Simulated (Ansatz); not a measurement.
`CC(=O)O[SiH3]` + `CC(Cl)Cl` → `CC([SiH3])(Cl)Cl` + acetic acid  (formal exchange of groups at the Si–O bond)

Computed with Ansatz on PBE0-D4/def2-TZVP structures; ΔE is electronic, products minus reactants. CCSD(T)/CBS is the MP2 limit (def2-TZVPP, def2-QZVPP) plus CCSD(T) − MP2 in def2-TZVPP, frozen cores. DFT in def2-TZVPP. B3LYP here is the variant with VWN-RPA as its local correlation; programs differ in this. One conformer a species, not always the lowest.

`CC(=O)O[SiH3]`:

Z-matrix (Å, degrees):
```
C
C 1 1.494
H 1 1.092 2 109.5
H 1 1.092 2 109.6 3 -117.3
H 1 1.087 2 110.0 3 121.3
O 2 1.204 1 125.6 3 -120.8
O 2 1.342 1 113.0 3 59.2
Si 7 1.694 2 116.2 1 -180.0
H 8 1.481 7 102.6 2 -179.9
H 8 1.479 7 110.7 2 62.3
H 8 1.479 7 110.7 2 -62.2
```

`CC(Cl)Cl`:

Cartesian coordinates in Å:
```
C 0.464 -0.673 0.122
C -0.374 0.526 -0.228
Cl 0.423 2.028 0.289
Cl -1.991 0.401 0.499
H 0.601 -0.737 1.202
H -0.030 -1.580 -0.228
H 1.441 -0.589 -0.356
H -0.533 0.624 -1.299
```

`CC([SiH3])(Cl)Cl`:

Z-matrix (Å, degrees):
```
C
C 1 1.510
H 1 1.092 2 109.8
H 1 1.092 2 109.8 3 119.9
H 1 1.092 2 110.6 3 -120.1
Si 2 1.903 1 114.9 3 -59.9
Cl 2 1.792 1 109.4 3 60.3
Cl 2 1.792 1 109.4 3 179.8
H 6 1.479 2 108.8 1 180.0
H 6 1.485 2 108.0 1 -59.4
H 6 1.485 2 108.0 1 59.4
```

`CC(=O)O`:

```xyz
8

C     0.045   -0.631   -0.723
C    -0.165    0.518    0.211
O    -0.722    1.548   -0.053
O     0.355    0.270    1.428
H     1.113   -0.833   -0.825
H    -0.418   -1.530   -0.312
H    -0.386   -0.396   -1.693
H     0.179    1.054    1.966
```

```csv
level,ΔE (kJ/mol)
B3LYP,100.0
HF/def2-SVP,102.6
```

What does CCSD(T)/CBS give? (Best estimate.)

The calculation gave: +92.0 kJ/mol. The listed levels differ from it by 8.0, 10.6 kJ/mol.

Largest T1 diagnostic among the species: 0.015.

From PBE to PBE0 (25 % exact exchange), in def2-TZVPP and without D4, ΔE moves by +5.2 kJ/mol. In def2-TZVPP, CCSD(T) changes the Hartree–Fock value by −24.3 kJ/mol (the triples alone add −3.9 kJ/mol) and MP2 by −25.9 kJ/mol.

CCSD(T)/CBS has its own doubt, a few kJ/mol and more with outer-core shells, so smaller differences from it don't rank the levels.
